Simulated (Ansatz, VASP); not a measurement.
# Mg: VASP beside Ansatz

Contents of INCAR:

```
SYSTEM = Mg
PREC = Accurate
ENCUT = 520
EDIFF = 1E-6
ISMEAR = 0
SIGMA = 0.022
LREAL = .FALSE.
LASPH = .TRUE.
NELM = 60
ALGO = Fast
ISIF = 2
LWAVE = .FALSE.
LCHARG = .TRUE.
GGA = PE
LELF = .TRUE.
LVHAR = .TRUE.
NBANDS = 9
```

KPOINTS

```
Automatic mesh
0
G
  10 10 5
  0 0 0
```

The input POSCAR:

```
Mg
1.0
    3.2093000000      0.0000000000      0.0000000000
   -1.6046500000      2.7793353284      0.0000000000
    0.0000000000      0.0000000000      5.2103000000
Mg
2
Direct
    0.6666666667      0.3333333333      0.7500000000
    0.3333333333      0.6666666667      0.2500000000
```

input.yaml

```yaml
crystal:
  lattice:
    - [3.2093, 0.0, 0.0]
    - [-1.60465, 2.7793353284, 0.0]
    - [0.0, 0.0, 5.2103]
  atoms:
    - { symbol: Mg, position: [0.6666666667, 0.3333333333, 0.75] }
    - { symbol: Mg, position: [0.3333333333, 0.6666666667, 0.25] }
kpoints:
  mp_grid: { grid: [10, 10, 5] }
scf:
  occupations: { method: gaussian, width: 0.022 }
hamiltonian:
  xc: pbe
  pseudopotentials: { kind: all_electron, lapw: { basis_error: 0.001 } }
output:
  forces: true
  stress: true
  eigenvalues: true
```

Alike in both runs: task single point; functional PBE; k mesh 10 × 10 × 5; occupations gaussian, width 0.022 eV; no spin polarisation.

|  | VASP | Ansatz |
| --- | --- | --- |
| version | VASP 6.6.1 | Ansatz 0.2.0 |
| potentials or method | VASP PAW PBE potentials, release 64 (Mg) | all-electron LAPW, scalar-relativistic |
| plane-wave cutoff (eV) | 520 | see its input |

VASP gave:

| Property | Result |
| --- | --- |
| gap on the k mesh at the Fermi level (eV) | none |
| pressure (GPa) | -0.6 |
| largest component of the traceless stress (GPa) | 0.47 |

Which values does Ansatz return?

gap on the k mesh at the Fermi level (eV): none; pressure (GPa): -0.5; largest component of the traceless stress (GPa): 0.46.

A gap of «none» marks a metal or a gap that the smearing closes. Ansatz ran all-electron here, so the differences hold the error of VASP's frozen core and of both bases.
